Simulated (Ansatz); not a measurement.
## Se (P3_121): elastic constants by finite strains

Computed with PBEsol, all-electron PAW in Ansatz 0.2.0, datasets made for the crystal, scalar-relativistic; not a measurement.

Cell and atoms were relaxed beforehand by PAW with this functional.

The structure is one entry of a database and needn't be the stable phase.

Command:

```sh
ansatz run input.yaml --threads 2 --pin off --max-ram 5120MiB --backend cpu --events-out ev --progress --plain --runs-dir out
```

input.yaml:

```yaml
crystal:
  lattice:
    - [4.03818956112, 0.0, 0.0]
    - [-2.01909478056, 3.49717474522, 0.0]
    - [0.0, 0.0, 5.12224916772]
  atoms:
    - { symbol: Se, position: [0.24869206413, 0.0, 0.333333333333] }
    - { symbol: Se, position: [0.0, 0.24869206413, 0.666666666667] }
    - { symbol: Se, position: [0.75130793587, 0.75130793587, 0.0] }
kpoints:
  mp_grid: { grid: [6, 6, 4] }
scf:
  occupations: { method: fixed }
hamiltonian:
  xc: pbesol
  pseudopotentials: { kind: all_electron, datasets: crystal }
elastic:
  mode: relaxed_ion
  stencil: two_point
  amplitude: 0.005
```

Output:

```
Warning: RAYON_NUM_THREADS=2 ignored (pool sized by the plan → 2); use --threads N
hamiltonian.pseudopotentials.datasets: crystal makes datasets for this crystal and solves the spheres of its atoms anew in each pass: cutoff 200.0 eV, the density's 1000.0 eV; recipe c7501a526154.33, for an error of 0.50 meV an ...
Engine: ansatz 0.2.0, aarch64-unknown-linux-gnu
Pseudopotentials: kind: all_electron
Pseudopotential: Se, paw, valence charge 16, recommended cutoff 200 eV (normal), crystal/all_electron/pbesol/scalar/gaussian/Se, Koelling and Harmon's equation, gaussian nucleus
Functional definition: PBEsol
  exchange = pbesol_x
  correlation = pbesol_c
davidson cushion auto → on  (no smearing: the cushion is to keep the highest requested band from converging to the state above it; pin scf.eigensolver.cushion to override)
Crystal: 3 atoms, lattice volume = 72.338 Å³
Basis set: ecut = 200 eV, 467 PW (Γ), exchange–correlation on 48×48×54 points (8 copies of the dense FFT grid, shifted against one another)
Bands: 13, of which v1, the nominal top of the filled ones, is band 9 counted from 1 (8 counted from 0)
Symmetry: 6 space group operations
[... 197 lines left out ...]
  moduli (Voigt/Reuss/Hill, GPa): K = 34.45/23.40/28.92   G = 24.87/13.47/19.17   E = 47.10   ν = 0.229
  mechanically stable: yes (min eigenvalue of sym C = 7.62 GPa)
  where every solve meets its electron count the energy-path curvature estimates C_jj along a normal strain and C_jj − ¼(σ⁰_aa + σ⁰_bb) along a shear (ab), closely only under elastic.basis: deformed
  strain η (Voigt 11):  stress-route row diagonal C_11 = 36.42 GPa, energy-path curvature d²(F+E_count)/dδ²/Ω₀ = 36.41 GPa
         δ    σ_11 (GPa)             F (eV)   n_scf  n_hpsi   n_pw
    -5.000e-3      -0.2603     -198242.4350653       9   24896    474   relax 5 steps, max|allowed force component| 4.05e-6 eV/Å
     5.000e-3       0.1039     -198242.4354001       8   23627    474   relax 3 steps, max|allowed force component| 2.05e-5 eV/Å
  strain η (Voigt 33):  stress-route row diagonal C_33 = 103.64 GPa, energy-path curvature d²(F+E_count)/dδ²/Ω₀ = 103.52 GPa
         δ    σ_33 (GPa)             F (eV)   n_scf  n_hpsi   n_pw
    -5.000e-3      -0.5246     -198242.4348420       8   12014    470   relax 3 steps, max|allowed force component| 9.34e-6 eV/Å
     5.000e-3       0.5119     -198242.4348659       8   12097    476   relax 3 steps, max|allowed force component| 8.37e-6 eV/Å
  strain η (Voigt 23):  stress-route row diagonal C_44 = 37.50 GPa, energy-path curvature d²(F+E_count)/dδ²/Ω₀ = 37.48 GPa
         δ    σ_23 (GPa)             F (eV)   n_scf  n_hpsi   n_pw
    -5.000e-3      -0.1853     -198242.4352282       9   24946    474   relax 5 steps, max|allowed force component| 1.17e-6 eV/Å
     5.000e-3       0.1897     -198242.4352251      11   28033    474   relax 3 steps, max|allowed force component| 4.00e-5 eV/Å
```

Self-consistency was reached.

**Elastic constants**

Elastic constants of a crystal by Kohn-Sham DFT: slopes of the stress over finite engineering strains of the given cell, Voigt indices, Cartesian axes as in the input.

- Pressure at rest: 0.049 GPa
- Least elastic eigenvalue: 7.62 GPa
- Elastically stable: yes

| index | elastic (GPa) |
| --- | --- |
| 11 | 36.42 |
| 12 | 10.89 |
| 13 | 27.95 |
| 14 | 12.4 |
| 33 | 103.6 |
| 44 | 37.5 |

**Strained cells**

Stress of each strained cell less that at rest, tension positive.

```tsv
strain component	strain	stress xx (GPa)	stress yy (GPa)	stress zz (GPa)	stress yz (GPa)	stress xz (GPa)	stress xy (GPa)	relaxation steps
xx	-0.005	-0.1886	-0.0559	-0.143	-0.0638	0	0	5
xx	0.005	0.1756	0.0529	0.1361	0.0602	0	0	3
zz	-0.005	-0.1429	-0.1429	-0.5205	0	0	0	3
zz	0.005	0.1368	0.1368	0.516	0	0	0	3
yz	-0.005	-0.063	0.0588	-0.0021	-0.1853	0	0	5
yz	0.005	0.0609	-0.0653	-0.0022	0.1897	0	0	3
```

**Elastic moduli**

Hill averages of a grain aggregate, Debye temperature from the mean sound speed over directions.

| Property | Result |
| --- | --- |
| Bulk modulus | 28.92 GPa |
| Shear modulus | 19.17 GPa |
| Young modulus | 47.1 GPa |
| Poisson ratio | 0.2286 |
| Bulk over shear modulus | 1.509 |
| Elastic anisotropy index | 4.702 |
| Least young modulus | 20.39 GPa |
| Largest young modulus | 98.68 GPa |
| Longitudinal sound speed | 3165 m/s |
| Transverse sound speed | 1877 m/s |
| Elastic debye temperature | 195.9 K |
| Linear compressibility (x, y, z) | 22.66, 22.66, -2.569 1/TPa |

Caveats: no dispersion correction, so the spacing and stiffness between layers or molecules are poor; constants at zero field, no piezoelectric stiffening.

Time and hardware: 2.1 min on 2 threads of Arm Neoverse V2 (shared host), peak memory 0.42 GiB.
